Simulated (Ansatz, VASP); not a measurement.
# Zr: VASP beside Ansatz

INCAR

```
SYSTEM = Zr
PREC = Accurate
ENCUT = 520
EDIFF = 1E-7
ISMEAR = 0
SIGMA = 0.1
LREAL = .FALSE.
LASPH = .TRUE.
NELM = 80
ALGO = Fast
ISIF = 2
LWAVE = .FALSE.
LCHARG = .FALSE.
GGA = PS
NBANDS = 12
```

KPOINTS

```
regular mesh
0
G
  18 18 18
  0 0 0
```

Contents of POSCAR:

```
Zr
1.0
    0.0000000000      2.0985983200      2.0985983200
    2.0985983200      0.0000000000      2.0985983200
    2.0985983200      2.0985983200      0.0000000000
Zr
1
Direct
    0.0000000000      0.0000000000      0.0000000000
```

Input for Ansatz:

```yaml
crystal:
  lattice:
    - [0.0, 2.09859832, 2.09859832]
    - [2.09859832, 0.0, 2.09859832]
    - [2.09859832, 2.09859832, 0.0]
  atoms:
    - { symbol: Zr, position: [0.0, 0.0, 0.0] }
basis:
  ecutwfc: 420
kpoints:
  mp_grid: { grid: [18, 18, 18] }
hamiltonian:
  xc: pbesol
scf:
  occupations: { method: gaussian, width: 0.1 }
output:
  forces: true
  stress: true
  eigenvalues: true
  populations: true
```

Alike in both runs: task single point; functional PBEsol; k mesh 18 × 18 × 18; occupations gaussian, width 0.1 eV; no spin polarisation.

```csv
,VASP,Ansatz
version,VASP 6.6.1,Ansatz 0.2.0
potentials or method,"VASP PAW PBE potentials, release 64 (Zr_sv)","scalar-relativistic, plane waves, PAW"
plane-wave cutoff (eV),520,420
valence electrons in the cell,12,12
```

|  | VASP | Ansatz | Ansatz less VASP |
| --- | --- | --- | --- |
| gap on the k mesh at the Fermi level (eV) | none | none | - |
| pressure (GPa) | 24.1 | 23.9 | -0.14 |

A gap of «none» marks a metal or a gap that the smearing closes.

Caveats: so large a pressure means that the cell lies far from this level's equilibrium, or that cutoff or potentials fall short (VASP); the potentials were made for another functional, which shifts forces and pressure (VASP).
